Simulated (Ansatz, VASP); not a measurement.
Given: the input of a run of Ansatz 0.2.0 on TiO2.

input.yaml

```yaml
crystal:
  lattice:
    - [4.5689650023, 0.0, 0.0]
    - [0.0, 4.5689650023, 0.0]
    - [0.0, 0.0, 2.9393524679]
  atoms:
    - { symbol: Ti, position: [0.0, 0.0, 0.5] }
    - { symbol: Ti, position: [0.5, 0.5, 0.0] }
    - { symbol: O, position: [0.30432132, 0.30432132, 0.5] }
    - { symbol: O, position: [0.19567868, 0.80432132, 0.0] }
    - { symbol: O, position: [0.80432132, 0.19567868, 0.0] }
    - { symbol: O, position: [0.69567868, 0.69567868, 0.5] }
hamiltonian:
  xc: revpbe
  pseudopotentials: { kind: paw }
  dispersion: d3bj
kpoints:
  mp_grid: { grid: [6, 6, 9] }
scf:
  occupations: { method: fermi_dirac, width: 0.05 }
output:
  forces: true
  stress: true
  eigenvalues: true
```

Potentials or basis: Ansatz PAW.

The run is started by

```bash
$ ansatz run input.yaml --threads 2 --pin off --max-ram 5120MiB --backend cpu --events-out ev --progress --plain --runs-dir out
```

Set up the same calculation for VASP 6.6.1. Potentials there: VASP PAW PBE potentials, release 64 (Ti_sv, O).

As run (the cutoff follows the program's own potentials):

Contents of INCAR:

```
SYSTEM = TiO2
  ALGO = Normal
  EDIFF = 1E-6
  ENCUT = 520
  GGA = RE
  ISIF = 2
  ISMEAR = -1
  IVDW = 12
  LASPH = .True.
  LCHARG = .False.
  LREAL = .False.
  LWAVE = .False.
  NBANDS = 33
  NELM = 80
  PREC = Accurate
  SIGMA = 0.05
```

Contents of KPOINTS:

```
k-points
0
Gamma
  6 6 9
  0 0 0
```

File POSCAR:

```
TiO2
1.0
    4.5689650023      0.0000000000      0.0000000000
    0.0000000000      4.5689650023      0.0000000000
    0.0000000000      0.0000000000      2.9393524679
Ti O
2 4
Direct
    0.0000000000      0.0000000000      0.5000000000
    0.5000000000      0.5000000000      0.0000000000
    0.3043213200      0.3043213200      0.5000000000
    0.1956786800      0.8043213200      0.0000000000
    0.8043213200      0.1956786800      0.0000000000
    0.6956786800      0.6956786800      0.5000000000
```

Potentials or basis: VASP PAW PBE potentials, release 64 (Ti_sv, O).

The run is started by

```bash
$ cat potpaw_PBE.64/Ti_sv/POTCAR potpaw_PBE.64/O/POTCAR > POTCAR
$ mpirun -np 1 vasp_std > vasp.out
```

Both were run:

|  | VASP | Ansatz | Ansatz less VASP |
| --- | --- | --- | --- |
| gap on the k mesh at the Fermi level (eV) | 1.92 | 1.94 | +0.027 |
| least direct gap on the mesh (eV) | 1.92 | 1.94 | +0.027 |
| pressure (GPa) | 5.7 | 5.1 | -0.62 |
| largest component of the traceless stress (GPa) | 0.73 | 0.55 | -0.181 |
| rms of the force components (eV/Å) | 0.073 | 0.061 | -0.0115 |
| dispersion energy (meV/atom) | -492.8 | -492.8 | -0.06 |

Atom by atom the forces differ by 0.012 eV/Å (rms over components).

Caveats: the PAW data sets were made with another functional, which shifts forces and pressure a little (VASP); an odd mesh through Γ misses points on the zone boundary, where band edges often lie (VASP); odd divisions of the mesh miss points on the zone boundary, where band edges often lie, so the gap on the mesh can be too wide (Ansatz); the pressure holds a Pulay correction of +0.7 GPa for the finite cutoff (Ansatz); the PAW data sets come from PBE, with cores solved anew for the run's functional, which leaves a small shift of forces and pressure (Ansatz). Expect the measured gap to be larger: semilocal functionals such as revPBE lack the derivative discontinuity.
